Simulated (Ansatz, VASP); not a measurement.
# Cross-check of LiCl between VASP and Ansatz

One calculation is typed for both programs; each brings its own data sets and cutoff. How far apart do they land? The cell is taken from a series of runs on this material, whose earlier steps may have relaxed, scaled, displaced or heated it; both programs get it as it stands.

Program: Ansatz 0.2.0. Level of theory: plane waves, with VASP 6.6.1 beside it; single point at r2SCAN and single point at LDA. Results are calculated unless marked as measured.

### 1. The structure

The structure is cubic, space group Fm-3m (No. 225). The conventional cell has a = 5.112 Å, b = 5.112 Å, c = 5.112 Å, α = 90.00°, β = 90.00°, γ = 90.00°. Cl has 6 Li at 2.56 Å nearest. Nearest to Li lie 6 Cl at 2.56 Å. Farther neighbours and most contacts between anions are not listed.

### 2. VASP: single point, r2SCAN

A single point gives forces, pressure and levels at one fixed geometry, so differences don't come from the geometry; what else differs is listed under the comparison.

Lines of VASP's logs that name or quote its potential files are left out, and so is its time.

INCAR

```
SYSTEM = LiCl
PREC = Accurate
ENCUT = 700
EDIFF = 1E-06
NELM = 100
ISMEAR = 0
SIGMA = 0.03
LREAL = .FALSE.
ALGO = Normal
METAGGA = R2SCAN
LASPH = .TRUE.
NBANDS = 11
LORBIT = 11
LWAVE = .FALSE.
LCHARG = .FALSE.
KPAR = 2
ISIF = 2
```

POSCAR

```
LiCl
1.0
    0.0000000000      2.5561832400      2.5561832400
    2.5561832400      0.0000000000      2.5561832400
    2.5561832400      2.5561832400      0.0000000000
Cl Li
1 1
Direct
    0.5000000000      0.5000000000      0.5000000000
    0.0000000000      0.0000000000      0.0000000000
```

KPOINTS

```
Automatic mesh
0
Gamma
8 8 8
0 0 0
```

The projector-augmented-wave data sets are Cl_GW and Li_sv_GW (PBE family, release 64).

On the command line:

```sh
$ mpirun -np 2 vasp_std
```

Numbers of over 12 decimals in the logs are rounded to 6 here.

The log of the run:

```text
[banner, memory and clock lines left out]
running    2 mpi-ranks, on    1 nodes
 distrk:  each k-point on    1 cores,    2 groups
 distr:  one band on    1 cores,    1 groups

 POSCAR found type information on POSCAR ClLi
 POSCAR found :  2 types and       2 ions
|                                                                             |
|               ----> ADVICE to this user running VASP <----                  |
|                                                                             |
|     You enforced a specific xc type in the INCAR file but a different       |
|     [... a line on the potential file left out ...]
|     I HOPE YOU KNOW WHAT YOU ARE DOING!                                     |
|                                                                             |

 LDA part: xc-table for (None), standard interpolation
 POSCAR, INCAR and KPOINTS ok, starting setup
 FFT: planning ... GRIDC
 FFT: planning ... GRID_SOFT
 FFT: planning ... GRID
 WAVECAR not read
 entering main loop
       N       E                     dE             d eps       ncg     rms          rms(c)
DAV:   1     0.335770735143E+02    0.33577E+02   -0.47108E+03   646   0.977E+02
DAV:   2    -0.136801953576E+02   -0.47257E+02   -0.44893E+02   809   0.185E+02
DAV:   3    -0.163463269813E+02   -0.26661E+01   -0.26580E+01   785   0.398E+01
DAV:   4    -0.163960255380E+02   -0.49699E-01   -0.49688E-01   908   0.637E+00
DAV:   5    -0.163969758372E+02   -0.95030E-03   -0.95029E-03   837   0.794E-01    0.449E+00
DAV:   6    -0.143204479457E+02    0.20765E+01   -0.56021E-01   707   0.625E+00    0.247E+00
DAV:   7    -0.143218475762E+02   -0.13996E-02   -0.80536E-02   751   0.190E+00    0.897E-01
DAV:   8    -0.143242903584E+02   -0.24428E-02   -0.26318E-03   746   0.566E-01    0.338E-01
DAV:   9    -0.143251085605E+02   -0.81820E-03   -0.10137E-03   704   0.354E-01    0.146E-02
DAV:  10    -0.143251329711E+02   -0.24411E-04   -0.22711E-05   994   0.557E-02    0.855E-03
DAV:  11    -0.143251398680E+02   -0.68969E-05   -0.26576E-06   740   0.192E-02    0.117E-03
DAV:  12    -0.143251405160E+02   -0.64801E-06   -0.68316E-08   489   0.267E-03
   1 F= -.14325141E+02 E0= -.14325141E+02  d E =-.614165E-22
```

OUTCAR, selected parts (step 2):

```text
ion  position               nearest neighbor table
   1  0.500  0.500  0.500-
   2  0.000  0.000  0.000-

  LATTYP: Found a face centered cubic cell.
 ALAT       =     5.1123664800

 Subroutine GETGRP returns: Found 48 space group operations
 (whereof 48 operations were pure point group operations)

The static configuration has the point symmetry O_h .

 Found     29 irreducible k-points:

   k-points           NKPTS =     29   k-points in BZ     NKDIM =     29   number of bands    NBANDS=     11

   dimension x,y,z NGX =    32 NGY =   32 NGZ =   32
   dimension x,y,z NGXF=    64 NGYF=   64 NGZF=   64

   ENCUT  =  700.0 eV  51.45 Ry    7.17 a.u.   7.80  7.80  7.80*2*pi/ulx,y,z

   NELECT =      10.0000    total number of electrons

 k-points in reciprocal lattice and weights: Automatic mesh
   0.00000000  0.00000000  0.00000000       0.002
   0.12500000  0.00000000  0.00000000       0.016
   0.25000000  0.00000000  0.00000000       0.016
   0.37500000  0.00000000  0.00000000       0.016
   0.50000000  0.00000000  0.00000000       0.008
   0.12500000  0.12500000  0.00000000       0.012
   0.25000000  0.12500000  0.00000000       0.047
   0.37500000  0.12500000  0.00000000       0.047
   0.50000000  0.12500000  0.00000000       0.047
[...]
-0.37500000  0.50000000  0.12500000       0.023
  -0.25000000  0.50000000  0.25000000       0.012

 average (electrostatic) potential at core
       1 -86.5546       2 -43.6107

 E-fermi :  -0.0154

 k-point     1 :       0.0000    0.0000    0.0000
  band No.  band energies     occupation
      1     -44.9546      2.00000
      2     -14.2372      2.00000
      3      -0.2096      2.00000
      4      -0.2096      2.00000
      5      -0.2096      2.00000
      6       7.1144      0.00000
      7      12.3015      0.00000
      8      12.3015      0.00000
      9      12.3015      0.00000
     10      14.8925      0.00000
    ...

 k-point     2 :       0.1250    0.0000    0.0000
  band No.  band energies     occupation
      1     -44.9542      2.00000
      2     -14.1575      2.00000
      3      -0.7398      2.00000
      4      -0.2546      2.00000
      5      -0.2546      2.00000
      6       7.5752      0.00000
      7      11.6213      0.00000
      8      12.3097      0.00000
      9      12.3098      0.00000
     10      13.6436      0.00000
    ...

 k-point     3 :       0.2500    0.0000    0.0000
  band No.  band energies     occupation
      1     -44.9532      2.00000
      2     -13.9544      2.00000
      3      -1.8221      2.00000
      4      -0.3579      2.00000
      5      -0.3579      2.00000
      6       7.9276      0.00000
      7      11.2797      0.00000
      8      11.2799      0.00000
      9      11.6417      0.00000
     10      14.3706      0.00000
    ...

  Total        0.0131413      0.0131413      0.0131413     -0.0000000     -0.0000000      0.0000000
  in kB        0.6302943      0.6302943      0.6302943     -0.0000000     -0.0000000      0.0000000
  external PRESSURE =       0.6302943 kB  Pullay stress =       0.0000000 kB

  energy-cutoff  :      700.00
  volume of cell :       33.40
      direct lattice vectors                 reciprocal lattice vectors
     0.000000000  2.556183240  2.556183240    -0.195604130  0.195604130  0.195604130
     2.556183240  0.000000000  2.556183240     0.195604130 -0.195604130  0.195604130
     2.556183240  2.556183240  0.000000000     0.195604130  0.195604130 -0.195604130

 POSITION                                       TOTAL-FORCE (eV/Angst)
 -----------------------------------------------------------------------------------
      2.55618      2.55618      2.55618         0.000000      0.000000      0.000000
      0.00000      0.00000      0.00000         0.000000     -0.000000     -0.000000
 -----------------------------------------------------------------------------------
    total drift:                               -0.000000     -0.000000      0.000000

  FREE ENERGIE OF THE ION-ELECTRON SYSTEM (eV)
  ---------------------------------------------------
  free  energy   TOTEN  =       -14.3251405160 eV

  energy  without entropy=      -14.3251405160  energy(sigma->0) =      -14.32514052

 total charge
# of ion       s       p       d       tot
------------------------------------------
    1        1.562   3.574   0.005   5.141
    2        1.982   0.029   0.001   2.012
--------------------------------------------------
tot          3.545   3.602   0.005   7.152

[... 3 further parts left out ...]
```

The run ends at a pressure of 0.06 GPa.

### 3. Ansatz: single point, r2SCAN

Ansatz runs on its default PAW (the set named soft_2) files.

The same cell, functional, mesh and smearing now go to Ansatz, which takes its cutoff from its data sets.

input.yaml

```yaml
crystal:
  lattice:
    - [0.0, 2.55618324, 2.55618324]
    - [2.55618324, 0.0, 2.55618324]
    - [2.55618324, 2.55618324, 0.0]
  atoms:
    - { symbol: Cl, position: [0.5, 0.5, 0.5] }
    - { symbol: Li, position: [0.0, 0.0, 0.0] }
hamiltonian:
  xc: r2scan
  pseudopotentials: { kind: paw }
kpoints:
  mp_grid: { grid: [8, 8, 8] }
scf:
  occupations: { method: gaussian, width: 0.03 }
  n_extra_bands: 4
output:
  forces: true
  stress: true
  eigenvalues: true
```

On the command line:

```sh
$ ansatz run input.yaml --threads 2 --pin off --max-ram 4608MiB --backend cpu --events-out ev --progress --plain --runs-dir out
```

The log of the run:

```text
scf.n_extra_bands = 4 over 5 filled bands (N_el = 10.0): the run solves 9 bands
Engine: ansatz 0.2.0, aarch64-unknown-linux-gnu
Pseudopotentials: kind: paw
Pseudopotential: Cl, paw, valence charge 7, recommended cutoff 500 eV (meta_gga), Cl.paw.azcp
Pseudopotential: Li, paw, valence charge 3, recommended cutoff 500 eV (meta_gga), Li.paw.azcp
Functional definition: r2SCAN
  parameter k0 = 0.174
  parameter k1 = 0.065
  parameter a1 = 4.9479
  exchange = r2scan_x(k0 = k0, k1 = k1, a1 = a1)
  correlation = r2scan_c
Crystal: 2 atoms, lattice volume = 33.405 Å³
Basis set: ecut = 500 eV, 869 PW (Γ), exchange–correlation on 108×108×108 points (64 copies of the dense FFT grid, shifted against one another)
Bands: 9, of which v1, the nominal top of the filled ones, is band 5 counted from 1 (4 counted from 0)
Symmetry: 48 space group operations
Space group: Fm-3m (ITA 225), of the structure as read, at distance tolerance 3.2e-5 Å
k-points: 29 of 512
Non-local potential: Cl, projectors of the file, l = 0: 2, l = 1: 2, l = 2: 2
Non-local potential: Li, projectors of the file, l = 0: 3, l = 1: 2, l = 2: 1
PAW form: soft (Blöchl's): semilocal exchange-correlation on the pseudo side does not see the compensation charge
PAW frozen core: Cl, regenerated for the run's functional (the file was generated under x = pbe(κ = 0.804, μ = 0.219515), c = pbe(β = 0.066725))
PAW one-centre angular grid: Cl, 302 points (default); XC on 160 Gauss nodes
PAW one-centre angular grid: Li, 302 points (default); XC on 327 of its mesh's 2665 points in the sphere
Initial density: superposition of atomic densities (neutral atoms: chi_scale 0, normalization atom), corrected by the library's trained network
Initial wavefunctions: pseudopotential atomic-orbital guess
Functional: x = r2scan, c = r2scan; τ floored in thin density (d = 2e-4 eV/Å³)
SCF iter   1: F=—  HF=-1292.771995 eV  |F-HF|=—  |Δ(HF+E_count)|=         —  Δρ=4.35e-3  dr2=2.96e-3  dr2_τ=2.25e-3  ethr=1.77e-3  ⟨swp⟩=7.2  Hψ=1949  notcnv=0
preconditioner: auto → none  [insulator: Δε(μ)=7.258 eV  Ē_g=15.217 eV  σ=0.030 eV  W_gap=1.00  n_scr=8 (ndim 8)  ℏωp=18.2 eV  f_vac=0.000  D(μ)=0.00/eV (n_scr^D=0)  ε∞_Penn≈2.4]
SCF iter   2: F=—  HF=-1292.793073 eV  |F-HF|=—  |Δ(HF+E_count)|=   2.11e-2  Δρ=2.06e-3  dr2=6.91e-4  dr2_τ=2.89e-5  ethr=2.96e-5  ⟨swp⟩=2.1  Hψ=732  notcnv=0
SCF iter   3: F=—  HF=-1292.793158 eV  |F-HF|=—  |Δ(HF+E_count)|=   8.53e-5  Δρ=4.38e-4  dr2=5.07e-5  dr2_τ=1.32e-5  ethr=6.91e-6  ⟨swp⟩=3.0  Hψ=482  notcnv=0
SCF iter   4: F=—  HF=-1292.793146 eV  |F-HF|=—  |Δ(HF+E_count)|=   1.18e-5  Δρ=2.88e-5  dr2=2.62e-7  dr2_τ=3.49e-8  ethr=5.07e-7  ⟨swp⟩=2.2  Hψ=346  notcnv=0
iter 5 did not close the SCF: its close was put off for the readings that it lacked (scf_convergence_deferred on its scf_iter line)
SCF iter   5: F=-1292.793147 eV  HF=-1292.793147 eV  |F-HF|=1.36e-8  |Δ(HF+E_count)|=   9.32e-7  Δρ=8.97e-6  dr2=6.01e-9  dr2_τ=2.23e-9  ethr=2.62e-9  ⟨swp⟩=2.0  Hψ=379  notcnv=0
SCF iter   6: F=-1292.793147 eV  HF=-1292.793147 eV  |F-HF|=3.44e-10  |Δ(HF+E_count)|=   1.45e-8  Δρ=1.04e-6  dr2=4.79e-10  dr2_τ=7.25e-11  ethr=6.01e-11  ⟨swp⟩=1.6  Hψ=804  notcnv=0
SCF 1 converged in 6 iterations: F = -1292.793147 eV  dr2 = 4.79e-10
  greatest PAW one-centre occupation: 0.999 electrons in one spin orbital (limit 2), on the Li atom at site 1 (counted from 0), in its partial waves of l = 0
SCF converged after 6 iterations
Free energy (F): -1292.793147 eV
Harris-Foulkes:  -1292.793147 eV  (|F-HF|=3.44e-10)
Internal energy: -1292.793147 eV  (E = F + TS)
E sigma→0 (E₀):  -1292.793147 eV
Fermi energy:    5.059497 eV
--- Per-component energies (eV) ---
  E_band       = -109.991763
  E_kinetic    = 183.676081
  E_local      = -322.442659  (includes V_loc(G=0)·N_el)
  E_nonlocal   = -4.964159
  E_hartree    = 94.012029
  E_xc         = -115.520496
  E_vxc        = -150.935979  (∫ρ·V_xc dr)
  E_paw        = -688.458634  (= ΣΔE_a)
  E_vpaw       = -11.380667  (= ΣTr[D̂ρ^β])
  E_aug_tail   = -0.000078  (compensation charges beyond the density's cutoff)
  E_vtau       = 8.031895  (kinetic-family band-sum trace: ∫τ·v_τ [+ j·A + Jᵃ·Aᵃ] dr)
  E_ewald      = -438.958824
  E_core_change = -0.136407  (= ΣΔE_core)
  E_smearing   = -0.000000  (= −TS)
  E_closure    = -0.000000  (closes the sum)
  Σ components = -1292.793147   (vs F -1292.793147, Δ=0.00e0)
--- Forces (eV/Å), atoms counted from 1 ---
  atom   1  Cl     0.00000000    -0.00000000    -0.00000000
  atom   2  Li    -0.00000000     0.00000000    -0.00000000
  max |Σ_I F_I| component: 3.41e-30 eV/Å
--- Stress (GPa, compression-positive) ---
        0.002665       0.000000       0.000000
        0.000000       0.002665      -0.000000
       -0.000000       0.000000       0.002665
  P = ⅓ Tr σ = 0.0027 GPa (0.027 kbar)
--- Band table (eV; the first three rows and the last of 29) ---
  k-point 0: bands = ["-43.2992", "-12.6077", "1.4144", "1.4144", "1.4144", "8.7045", "13.9264", "13.9264", "13.9264"]
  k-point 1: bands = ["-43.2988", "-12.5276", "0.8822", "1.3699", "1.3699", "9.1675", "13.2404", "13.9255", "13.9255"]
  k-point 2: bands = ["-43.2978", "-12.3238", "-0.2031", "1.2678", "1.2678", "9.5272", "12.8772", "12.8772", "13.2519"]
  k-point 28: bands = ["-43.2955", "-11.7558", "-0.7663", "-0.7663", "0.3133", "11.7547", "12.4819", "12.6372", "12.6372"]
```

The run ends at a pressure of 0.00 GPa.

### 4. Differences

Known differences besides the potentials themselves: VASP keeps PBE cores, Ansatz makes them for the functional; the cutoff is 500 eV in Ansatz and 700 eV in VASP. Total energies have different zeros and are not compared.

The two programs side by side:

```csv
quantity,Ansatz,VASP,difference
pressure (GPa),0.00,0.06,-0.06
gap on the k mesh (eV),7.290,7.324,-0.034
```

A gap on the mesh is an upper bound, since the band edges may lie between its points.

### 5. Further runs

Further runs change the set-up of one program: Ansatz's method, potentials or start, or VASP's data sets, cutoff or form of LDA. The table gives Ansatz less VASP for each quantity, since a change that brings one quantity closer may part another.

```csv
run,pressure (GPa),gap on the k mesh (eV)
as above,-0.060,-0.034
VASP with the data sets Cl_h and Li_sv and a cutoff of 800 eV,0.47,-0.066
```

[end of part 1 of 2]

[Lines on the potential files, build, host, timing and source positions are cut from VASP's logs without a mark.]

[Logs are printed without paths, hosts, clocks, repeated set-up lines and the standing remarks that a program may print on its own settings, such as how far it seeks lower states.]

[Hosts, paths, dates, database ids (printed as entryN), source tags and the programs' standing remarks are cut or masked in the printed files.]
